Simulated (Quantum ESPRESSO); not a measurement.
Pt:

```
CELL_PARAMETERS angstrom
-1.58422 1.58422 1.58422
1.58422 -1.58422 1.58422
1.58422 1.58422 -1.58422
ATOMIC_POSITIONS crystal
Pt 0.00000 0.00000 0.00000
```

This isn't the form of Pt at room conditions, which is fcc.

- Program: Quantum ESPRESSO 7.5
- Task: relaxation of cell and atoms
- Functional: PBEsol
- Potentials or basis: GBRV 1.5 PBEsol
- Cutoff: 612 eV
- Density cutoff: 4898 eV
- k mesh: 12 × 12 × 12
- Occupations: fermi-dirac, width 0.05 eV
- Spin: no spin polarisation

At the start: pressure -12.3 GPa; volume 15.90 Å³/atom.

Problem. How do energy, volume and symmetry change on relaxing?

Solution. Over 3 steps the energy falls by 28.4 meV/atom and the volume is 15.14 Å³/atom (-4.8 %); space group Im-3m (No. 229, to 0.05 Å).

The path:
```csv
step,energy change (eV),largest force (eV/Å),pressure (GPa),volume (Å³)
1,0.0000,0.0000,-12.27,15.90
2,-0.0282,0.0000,0.69,15.10
3,-0.0284,0.0000,-0.06,15.14
```

Final structure:
```cif
data_structure
_symmetry_space_group_name_H-M 'P 1'
_symmetry_Int_Tables_number 1
_cell_length_a 2.6990
_cell_length_b 2.6990
_cell_length_c 2.6990
_cell_angle_alpha 109.471
_cell_angle_beta 109.471
_cell_angle_gamma 109.471
_cell_volume 15.14
loop_
_atom_site_label
_atom_site_type_symbol
_atom_site_fract_x
_atom_site_fract_y
_atom_site_fract_z
_atom_site_occupancy
Pt1 Pt 0.00000 0.00000 0.00000 1
```
